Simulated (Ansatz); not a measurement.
A plane-wave DFT run in Ansatz 0.2.0 (scalar-relativistic PAW potentials unless the input names others): input and command.

```yaml
crystal:
  lattice:
    - [0.0, 1.9939041449, 1.9939041449]
    - [1.9939041449, 0.0, 1.9939041449]
    - [1.9939041449, 1.9939041449, 0.0]
  atoms:
    - { symbol: Al, position: [0.0, 0.0, 0.0] }
basis:
  ecutwfc: 420
kpoints:
  mp_grid: { grid: [18, 18, 18] }
hamiltonian:
  xc: pbe
  dispersion: d3bj
scf:
  occupations: { method: gaussian, width: 0.1 }
  lower_state_search: full
output:
  forces: true
  eigenvalues: true
  stress: true
relax:
  adjacent_minimum: "off"
  f_tol: 0.01
  max_steps: 60
  cell: { stress_tol: 0.1 }
```

```bash
ansatz run input.yaml --threads 1 --pin off --max-ram 2560MiB --backend cpu --events-out ev --progress --plain --runs-dir out
```

Abridged log:
```
the run goes by scf.lower_state_search full: where its kind and settings allow, a search for a lower-energy state can add stability tests and further SCF calculations, which can take many times as long as the SCF (see the manual's entry of the key); standard usually adds fewer, off none
Pseudopotentials: kind: paw
Pseudopotential: Al, paw, valence charge 3, recommended cutoff 420 eV (normal)
Functional definition: PBE
Crystal: 1 atom, lattice volume = 15.854 Å³
Basis set: ecut = 420 eV, 331 PW (Γ), exchange–correlation on 40×40×40 points (8 copies of the dense FFT grid, shifted against one another)
Bands: 6, of which v1, the nominal top of the filled ones, is band 2 counted from 1 (1 counted from 0)
Symmetry: 48 space group operations
Space group: Fm-3m (ITA 225), of the structure as read, at distance tolerance 2.5e-5 Å
k-points: 195 of 5832
Initial density: superposition of atomic densities (neutral atoms: chi_scale 0, normalization atom), corrected by the library's trained network
Initial wavefunctions: pseudopotential atomic-orbital guess
Functional: x = pbe(κ = 0.804, μ = 0.21951497), c = pbe(β = 0.06672455)
SCF iter   1: F=—  HF=-537.845244 eV  |F-HF|=—  |Δ(HF+E_count)|=         —  Δρ=5.36e-4  dr2=1.73e-5  ethr=1.77e-3  ⟨swp⟩=4.8  Hψ=9941  notcnv=0
SCF iter   2: F=—  HF=-537.845276 eV  |F-HF|=—  |Δ(HF+E_count)|=   3.26e-5  Δρ=2.64e-4  dr2=3.49e-6  ethr=5.76e-7  ⟨swp⟩=2.0  Hψ=2977  notcnv=0  defer=1
SCF iter   3: F=-537.845287 eV  HF=-537.845287 eV  |F-HF|=3.61e-8  |Δ(HF+E_count)|=   1.03e-5  Δρ=1.90e-5  dr2=2.53e-8  ethr=1.16e-7  ⟨swp⟩=2.0  Hψ=1367  notcnv=0  defer=1
SCF iter   4: F=-537.845287 eV  HF=-537.845287 eV  |F-HF|=6.07e-11  |Δ(HF+E_count)|=   3.71e-8  Δρ=2.50e-6  dr2=7.93e-10  ethr=8.42e-10  ⟨swp⟩=1.2  Hψ=1107  notcnv=0  defer=1
SCF iter   5: F=-537.845287 eV  HF=-537.845287 eV  |F-HF|=4.55e-13  |Δ(HF+E_count)|=  4.46e-11  Δρ=1.12e-7  dr2=1.85e-12  ethr=2.64e-11  ⟨swp⟩=1.0  Hψ=1076  notcnv=0  defer=1
SCF iter   6: F=-537.845287 eV  HF=-537.845287 eV  |F-HF|=1.14e-13  |Δ(HF+E_count)|=  6.82e-13  Δρ=1.89e-8  dr2=5.65e-14  ethr=1.00e-12  ⟨swp⟩=2.1  Hψ=3898  notcnv=0
SCF 1 converged in 6 iterations: F = -537.845287 eV  dr2 = 5.65e-14
relax step   1: F+E_penalty+E_count = -537.84528676 eV  Δ(F+E_penalty+E_count) = +0.000e0 eV  max|allowed force component| = 0.000e0 eV/Å  Δτ_max = 0.0000 Å  P = -0.353 GPa  Ω = 15.854 Å³  (6 SCF iters, dr2 threshold 1.00e-7 eV, accepted)
Crystal: 1 atom, lattice volume = 15.786 Å³
Initial density: handed on by an earlier stage of this run
Initial wavefunctions: those handed on with the density
SCF iter   1: F=—  HF=-537.845381 eV  |F-HF|=—  |Δ(HF+E_count)|=         —  Δρ=1.25e-4  dr2=2.40e-6  ethr=7.37e-8  ⟨swp⟩=2.4  Hψ=10982  notcnv=0
SCF iter   2: F=—  HF=-537.845394 eV  |F-HF|=—  |Δ(HF+E_count)|=   1.26e-5  Δρ=6.13e-5  dr2=5.76e-7  ethr=7.37e-8  ⟨swp⟩=1.0  Hψ=1170  notcnv=0
SCF iter   3: F=-537.845393 eV  HF=-537.845393 eV  |F-HF|=6.29e-11  |Δ(HF+E_count)|=   7.26e-7  Δρ=4.93e-7  dr2=1.08e-11  ethr=3.33e-9  ⟨swp⟩=2.4  Hψ=3438  notcnv=0
SCF 2 converged in 3 iterations: F = -537.845393 eV  dr2 = 1.08e-11
relax step   2: F+E_penalty+E_count = -537.84539337 eV  Δ(F+E_penalty+E_count) = -1.066e-4 eV  max|allowed force component| = 0.000e0 eV/Å  Δτ_max = 0.0000 Å  P = +0.014 GPa  Ω = 15.786 Å³  energy of the carried Pulay correction = +3.391e-5 eV  (3 SCF iters, dr2 threshold 1.00e-7 eV, accepted)
Initial wavefunctions: pseudopotential atomic-orbital guess (no wavefunctions were taken with the density)
SCF iter   1: F=—  HF=-537.845341 eV  |F-HF|=—  |Δ(HF+E_count)|=         —  Δρ=3.96e-6  dr2=2.62e-10  ethr=2.17e-9  ⟨swp⟩=3.3  Hψ=13733  notcnv=0
SCF iter   2: F=—  HF=-537.845356 eV  |F-HF|=—  |Δ(HF+E_count)|=   1.50e-5  Δρ=2.16e-6  dr2=8.22e-11  ethr=8.74e-12  ⟨swp⟩=2.0  Hψ=1469  notcnv=0
SCF iter   3: F=-537.845356 eV  HF=-537.845356 eV  |F-HF|=1.89e-11  |Δ(HF+E_count)|=  7.70e-10  Δρ=3.39e-7  dr2=1.88e-12  ethr=1.33e-12  ⟨swp⟩=4.8  Hψ=4364  notcnv=0
SCF 3 converged in 3 iterations: F = -537.845356 eV  dr2 = 1.88e-12
SCF converged after 3 iterations
Free energy (F): -537.845356 eV
Harris-Foulkes:  -537.845356 eV  (|F-HF|=1.89e-11)
Internal energy: -537.842418 eV  (E = F + TS)
E sigma→0 (E₀):  -537.843887 eV
Entropy (-TS):   -0.002939 eV (-2.939 meV/atom)
Fermi energy:    8.406046 eV
  E_disp       = -0.352260  (pairwise vdW)
--- Forces (eV/Å), atoms counted from 1 ---
  atom   1  Al     0.00000000     0.00000000     0.00000000
--- Stress (GPa, compression-positive) ---
        0.009423       0.000000       0.000000
        0.000000       0.009423       0.000000
        0.000000       0.000000       0.009423
  P = ⅓ Tr σ = 0.0094 GPa (0.094 kbar)
--- Relaxed structure (2 steps of the walk, 2 accepted, 1 SCFs on fresh bases) ---
  F+E_penalty+E_count = -537.84535636 eV   max|allowed force component| = 0.000e0 eV/Å   (the final SCF, on the basis selected at the relaxed cell)
  cell:  # Å, volume = 15.7859 Å³
    - [0.0, 1.99103929, 1.99103929]
    - [1.99103929, 0.0, 1.99103929]
    - [1.99103929, 1.99103929, 0.0]
  atoms:
    - { symbol: Al, position: [0.0, 0.0, 0.0] }
```

Apart from outputs and empty bands, the input differs from a reference run on usual settings in scf.lower_state_search: not typed → "full". The reference, at the same start, ended its own course with a relaxed volume of 15.79 Å³/atom, pressure 0.01 GPa, largest force 0.000 eV/Å, no gap on the mesh. This run converged in 12 SCF iterations over all its steps (reference: 12) with an energy at zero smearing within 0.01 meV/atom of the reference's, a relaxed volume of 15.79 Å³/atom, pressure 0.01 GPa, largest force 0.000 eV/Å, no gap on the mesh.

Time: 5.6 s on 1 thread of Intel(R) Xeon(R) Platinum 8259CL CPU @ 2.50GHz (Skylake/Cascade Lake), with other jobs on the host, peak memory 0.35 GiB.